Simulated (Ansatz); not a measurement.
Random displacements in BN

These are results of DFT r2SCAN, scalar-relativistic, plane waves, PAW (Ansatz 0.2.0), not measurements. Settings: plane waves to 250 eV, k-mesh 6×6×6 (Γ-centred), Gaussian smearing 0.05 eV. The cutoff lies under the one recommended for these potentials. No spin polarisation. Energies are free energies at this smearing, counted from the undisturbed cell; pressure is positive in compression.

The undisturbed cell (as given, not relaxed at this level):

```yaml
crystal:
  lattice:
    - [3.62600, 0.00000, 0.00000]
    - [0.00000, -3.62600, 0.00000]
    - [0.00000, 0.00000, -3.62600]
  atoms:
    - { symbol: B, position: [0.00000, 0.50000, 0.50000] }
    - { symbol: B, position: [0.50000, 0.00000, 0.50000] }
    - { symbol: B, position: [0.50000, 0.50000, 0.00000] }
    - { symbol: B, position: [0.00000, 0.00000, 0.00000] }
    - { symbol: N, position: [0.75000, 0.75000, 0.75000] }
    - { symbol: N, position: [0.25000, 0.25000, 0.75000] }
    - { symbol: N, position: [0.25000, 0.75000, 0.25000] }
    - { symbol: N, position: [0.75000, 0.25000, 0.25000] }
```

The atoms are displaced (Å, in the unstrained cell):

```tsv
atom	ux	uy	uz
B1	-0.046	0.065	0.129
B2	0.194	0.078	0.080
B3	0.168	0.054	0.052
B4	-0.120	-0.107	-0.271
N5	-0.082	0.120	-0.026
N6	-0.122	-0.024	-0.028
N7	0.089	-0.230	0.034
N8	-0.081	0.046	0.029
```

The cell is not strained.

Q: What are the energy change, the stress and the forces?

A: ΔE = 835.5 meV/atom; stress (xx, yy, zz, yz, xz, xy; compression positive) (29.36, 36.26, 27.21, 2.77, 13.79, 5.37) GPa; gap on the mesh 1.36 eV.
```
atom Fx (eV/Å) Fy Fz
  B1       3.71  -2.94  -5.38
  B2      -7.35   0.59  -5.63
  B3      -9.85  -0.12   0.77
  B4       9.36   5.12  10.80
  N5       5.33  -4.27   4.02
  N6       2.23  -0.09   0.34
  N7      -3.16   7.27  -1.13
  N8      -0.28  -5.54  -3.80
```

Cost: 1 run of about 0.14 core-minutes, on Intel Xeon Platinum 8488C (Sapphire Rapids) (shared hosts).